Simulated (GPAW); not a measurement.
# I (Fmmm) in GPAW: single point with PBE

Aim: the single point of I with PBE.

All numbers are computed with GPAW 26.7.0; they aren't measurements. Logs are shortened: lines on timing, memory, paths and dates and some standing lists are left out, and cuts for length are marked. The log counts tension as positive stress, the text compression.

### Step 1. Starting point

Symmetry: Fmmm, No. 69, orthorhombic system. Conventional cell: a = 4.384 Å, b = 4.731 Å, c = 7.820 Å, α = 90.00°, β = 90.00°, γ = 90.00°. I (site symmetry mmm) is surrounded by 4 I at 3.23 Å.

### Step 2. Single point, PBE

Input file run.py:

```python
from ase.dft.bandgap import bandgap
from ase.io import write
from ase.spacegroup import crystal
from ase.units import GPa
from gpaw import GPAW, PW

# I 4a
atoms = crystal(['I'],
                basis=[[0.0, 0.0, 0.0]],
                spacegroup=69, setting=1,  # Fmmm
                cellpar=[4.38449093, 4.73120089, 7.81968026, 90.0, 90.0, 90.0],
                primitive_cell=True)

calc = GPAW(mode=PW(700),
            xc='PBE',
            kpts={'size': (7, 7, 7), 'gamma': True},
            occupations={'name': 'fermi-dirac', 'width': 0.05},
            nbands=10,
            convergence={'density': 1e-05, 'energy': 1e-05},
            maxiter=80,
            txt='gpaw.txt')
atoms.calc = calc
energy = atoms.get_potential_energy()
forces = atoms.get_forces()
stress = atoms.get_stress()
calc.write('gs.gpw')
write('result.traj', atoms)
print(f'Energy: {energy:.6f} eV')
print('Forces (eV/A):')
print(forces.round(4))
print('Stress (GPa):', (stress / GPa).round(3))
print('Fermi level:', round(calc.get_fermi_level(), 4), 'eV')
print(f'Gap: {bandgap(calc)[0]:.4f} eV, direct: {bandgap(calc, direct=True)[0]:.4f} eV')
```

Potentials or basis: GPAW PAW data sets (gpaw-data 1.2.1), pw.

Command:

```bash
> OMP_NUM_THREADS=1 python run.py
```

gpaw.txt:

```text
__  _  _
 | _ |_)|_||  |
 |__||  | ||/\| - 26.7.0

Input parameters:
  mode=PW(ecut=700.0),
  convergence={'density': 1e-05, 'energy': 1e-05},
  kpts=MonkhorstPack(size=(7, 7, 7), gamma=True),
  maxiter=80,
  nbands=10,
  occupations=Occupations(name='fermi-dirac', width=0.05),
  xc=XC(name='PBE')

Diagonalizing LCAO Hamiltonian
Converting LCAO to pw mode

       I

Atoms  # Å, Bohr magnetons
|   | symbol |        x |        y |        z |    initial magnetic moments |
|---|--------|----------|----------|----------|-----------------------------|
| 0 |      I | 0.000000 | 0.000000 | 0.000000 | ( 0.0000,  0.0000,  0.0000) |

Unit cell  # Å
| periodic |        x |        y |        z |  lengths |    angles |
|----------|----------|----------|----------|----------|-----------|
|      yes | 0.000000 | 2.365600 | 3.909840 | 4.569783 | 70.583691 |
|      yes | 2.192245 | 0.000000 | 3.909840 | 4.482498 | 67.685544 |
|      yes | 2.192245 | 2.365600 | 0.000000 | 3.225214 | 41.730765 |

Number of symmetries: 8
Symmetry operations  # r_c * U_cc + t_c -> r_c
|   | kind |            matrix            |
|---|------|------------------------------|
| 0 |  σ   |  1, 0, 0,  1, 0,-1,  1,-1, 0 |
| 1 |  E   |  1, 0, 0,  0, 1, 0,  0, 0, 1 |
| 2 |  C2  |  0, 1,-1,  1, 0,-1,  0, 0,-1 |
| 3 |  σ   |  0, 1,-1,  0, 1, 0, -1, 1, 0 |
| 4 |  C2  |  0,-1, 1,  0,-1, 0,  1,-1, 0 |
| 5 |  σ   |  0,-1, 1, -1, 0, 1,  0, 0, 1 |
| 6 |  i   | -1, 0, 0,  0,-1, 0,  0, 0,-1 |
| 7 |  C2  | -1, 0, 0, -1, 0, 1, -1, 1, 0 |

BZ-sampling:
  Number of BZ points: 343
  Number of IBZ points: 64

  Monkhorst-Pack size: [7, 7, 7]
  Monkhorst-Pack shift: [0, 0, 0]

K-points  # in reciprocal-cell coordinates
|     |                                coordinates |     weight |
|-----|--------------------------------------------|------------|
|   0 | (  0.00000000,   0.00000000,   0.00000000) | 0.00291545 |
|   1 | (  0.00000000,   0.14285714,   0.14285714) | 0.00583090 |
|   2 | (  0.00000000,   0.28571429,   0.28571429) | 0.00583090 |
|   3 | (  0.00000000,   0.42857143,   0.42857143) | 0.00583090 |
|   4 | (  0.14285714,  -0.42857143,  -0.42857143) | 0.01166181 |
|   5 | (  0.14285714,  -0.28571429,  -0.42857143) | 0.01166181 |
|   6 | (  0.14285714,   0.00000000,   0.14285714) | 0.00583090 |
|   7 | (  0.14285714,   0.14285714,   0.00000000) | 0.00583090 |
|   8 | (  0.14285714,   0.14285714,   0.14285714) | 0.02332362 |
|   9 | (  0.14285714,   0.14285714,   0.28571429) | 0.01166181 |
| ... |                                            |            |
|  63 | (  0.42857143,   0.42857143,   0.42857143) | 0.02332362 |

Plane wave coefficients: 1724
Cutoff: 700.0 eV

Spin-components: 1 (collinear spins)
Bands:           10
Projectors:      5
Spin-degeneracy: 2
Datatype:        complex128

Parallelization:
  kpt:    1
  domain: 1
  band:   1

Density:
  Valence electrons: 7.0
  Components: 1
  Grid points: [28 28 28]
  Charge: 0.0  # |e|

Potential:
  Grid points: [28 28 28]

species:
  I:
    name:    Iodine
    Z:       53.0
    valence: 7
    core:    46
    charge:  0.0  # [|e|]
    compensation charges:
      type: gauss
      rc: 0.37  # [Å]
      lmax: 2
    cutoffs:
      filter: 2.06  # [Å]
      core: 2.90  # [Å]
    projectors
    | kind |    occ | energy [eV] | rcut [Å] |
    |------|--------|-------------|----------|
    |   5s |  2.000 |     -17.382 |    1.164 |
    |   5p |  5.000 |      -7.088 |    1.164 |
    |    s |        |       9.829 |    1.164 |
    |    p |        |      20.123 |    1.164 |
    |    d |        |       0.000 |    1.164 |

    Using partial waves for I as LCAO basis

Reference energy: -193540.795666  # eV

eigensolver:
  PPCG
  Converge bands: occupied
  niter=2

density mixing:
  MSR1-Mixer
  Pratt-step length: 0.05
  Maximum mixing coefficient: 0.75
  Old densities: 10
  SVD Regularization: 0.005
  Good broyden scale: 1.0
  Trust region scale: 1.0
  Backstep threshold: 4.0
  History deletion threshold: 6.0
  Fourier metric: weight=20.0, sigma=0.015

occupation numbers:
  Fermi-Dirac:
    width: 0.0500  # eV

poisson solver:
  ecut: 5600.0  # eV

xc functional:
  name: PBE with 2 nearest neighbor stencil

convergence criteria:
- Maximum integral of absolute [dens]ity change: 1e-05 electrons / valence electron
- Maximum [total energy] change in last 3 cyles: 1e-05 eV / valence electron
- Maximum integral of absolute [eigenst]ate change: 4e-08 eV^2 / valence electron
maximum number of iterations: 80

SCF iterations
|iter     | |      energy | eigst |  dens |
|---------|-|-------------|-------|-------|
|iter:   1| |   -1.351583 | -0.86 |       |
|iter:   2| |   -1.348015 | -2.93 | -1.34 |
|iter:   3| |   -1.317413 | -2.76 | -1.37 |
|iter:   4| |   -1.316299 | -3.96 | -1.94 |
|iter:   5| |   -1.316313 | -5.08 | -2.50 |
|iter:   6| |   -1.316320c| -6.46 | -3.15 |
|iter:   7| |   -1.316320c| -8.00c| -4.10 |
|iter:   8| |   -1.316320c| -7.99c| -4.76 |
|iter:   9| |   -1.316320c| -9.25c| -5.89c|

Converged in 9 steps
Energy contributions relative to reference atoms: (reference = -193540.795666)

Energy contributions:
  Kinetic:           1.357540
  Coulomb:          -1.046110
  Zero:             -0.006500
  External:          0.000000
  Xc:               -1.618151
  Entropy:          -0.006199
  Spinorbit:         0.000000
  ----------------------------
  Free energy:      -1.319419
  Extrapolated:     -1.316320

dipole moment: (-21.520805, -23.222593, -38.382064)  # |e|*Ang

Fermi level: 3.288
Eigenvalues  # (at kpt = [0.000, 0.000, 0.000])
| band index |      eig [eV] | occ [0-2] |
|------------|---------------|-----------|
|          0 |       -10.471 |     2.000 |
|          1 |         1.465 |     2.000 |
|          2 |         4.159 |     0.000 |
|          3 |         4.456 |     0.000 |
|          4 |         7.959 |     0.000 |
|          5 |        10.983 |     0.000 |
|          6 |        11.667 |     0.000 |
|          7 |        15.707 |     0.000 |
|          8 |        16.035 |     0.000 |
|          9 |        16.178 |     0.000 |

No gap
No difference between direct/indirect transitions

Forces  # eV/Ang
|       x |       y |       z |
|---------|---------|---------|
| 0.00000 | 0.00000 | 0.00000 |  # I    0

Stress tensor  # eV/Ang^3
|         x |         y |         z |
|-----------|-----------|-----------|
| -0.005112 |  0.000000 |  0.000000 |
|  0.000000 | -0.002688 |  0.000000 |
|  0.000000 |  0.000000 | -0.005387 |

# Writing to gs.gpw (mode='')
```

It took 19 s on 1 thread of Arm Neoverse V2, shared host; peak memory 0.18 GiB.

Results:

* Free energy: -1.3194 eV
* Pressure: 0.7 GPa
* Band gap on the k mesh: none (metal or under the smearing width)

Levels at points of the mesh, in eV from the Fermi level:
```
           k point  band 1  band 2  band 3  band 4  band 5  band 6
(0.00, 0.00, 0.00)  -13.76   -1.82    0.87    1.17    4.67    7.70
```

Caveat: an odd number of electrons without spin polarisation forces a metal; a magnetic or distorted state may lie lower. The run has no spin-orbit coupling, so splittings on I are missing.
